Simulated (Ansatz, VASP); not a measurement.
Given: the input of a run of VASP 6.6.1 on Sb (Antimony). 

File INCAR:

```
PREC = Accurate
ENCUT = 600
EDIFF = 1E-7
ISMEAR = -1
SIGMA = 0.05
LREAL = False
LASPH = True
NELM = 80
ALGO = Normal
ISIF = 3
LWAVE = False
LCHARG = False
GGA = PS
IBRION = 2
NSW = 60
EDIFFG = -0.02
```

File KPOINTS:

```
Automatic mesh
0
Gamma
  8 8 8
```

Contents of POSCAR:

```
Sb
1.0
    2.1542000000      1.2437279499      3.7580000000
   -2.1542000000      1.2437279499      3.7580000000
    0.0000000000     -2.4874558998      3.7580000000
Sb
2
Direct
    0.7665100000      0.7665100000      0.7665100000
    0.2334900000      0.2334900000      0.2334900000
```

Potentials or basis: VASP PAW PBE potentials, release 64 (Sb).

Command:

```bash
$ cat potpaw_PBE.64/Sb/POTCAR > POTCAR
$ mpirun -np 1 vasp_std > vasp.out
```

Q: What does the same run look like in Ansatz 0.2.0? Potentials or basis there: Ansatz PAW, cutoff 420 eV.

A: As run (cutoffs and basis follow the program's own potentials, and thresholds, step limits or extra output files can differ):

input.yaml

```yaml
crystal:
  lattice:
    - [2.1542, 1.2437279499, 3.758]
    - [-2.1542, 1.2437279499, 3.758]
    - [0.0, -2.4874558998, 3.758]
  atoms:
    - { symbol: Sb, position: [0.76651, 0.76651, 0.76651] }
    - { symbol: Sb, position: [0.23349, 0.23349, 0.23349] }
hamiltonian:
  xc: pbesol
  pseudopotentials: { kind: paw }
kpoints:
  mp_grid: { grid: [8, 8, 8] }
scf:
  occupations: { method: fermi_dirac, width: 0.05 }
output:
  forces: true
  stress: true
relax:
  f_tol: 0.01
  max_steps: 40
  cell: { stress_tol: 0.05 }
```

Potentials or basis: Ansatz PAW.

Command:

```sh
$ ansatz run input.yaml --threads 2 --pin off --max-ram 5632MiB --backend cpu --events-out ev --progress --plain --runs-dir out
```

Both were run:

|  | VASP | Ansatz |
| --- | --- | --- |
| Relaxed volume | 29.89 Å³/atom | 29.86 Å³/atom |
| Relaxed cell | a = 4.454 Å, b = 4.454 Å, c = 4.454 Å, α = 58.11°, β = 58.11°, γ = 58.11° | a = 4.453 Å, b = 4.453 Å, c = 4.453 Å, α = 58.10°, β = 58.10°, γ = 58.10° |
| Space group after relaxing | R-3m (No. 166) | R-3m (No. 166) |
| Pressure after relaxing | 0.0 GPa | 0.0 GPa |

Ansatz's pressure holds a Pulay term of +0.04 GPa for its cutoff of 420 eV, which the other run lacks.

The potentials hold 10 and 30 valence electrons a cell.

VASP's potentials were made for PBE. Ansatz's potentials were made for PBE.

Where Ansatz's input types no cutoff or centring, it takes its own default and a Γ-centred mesh.

Pressure is positive in compression.
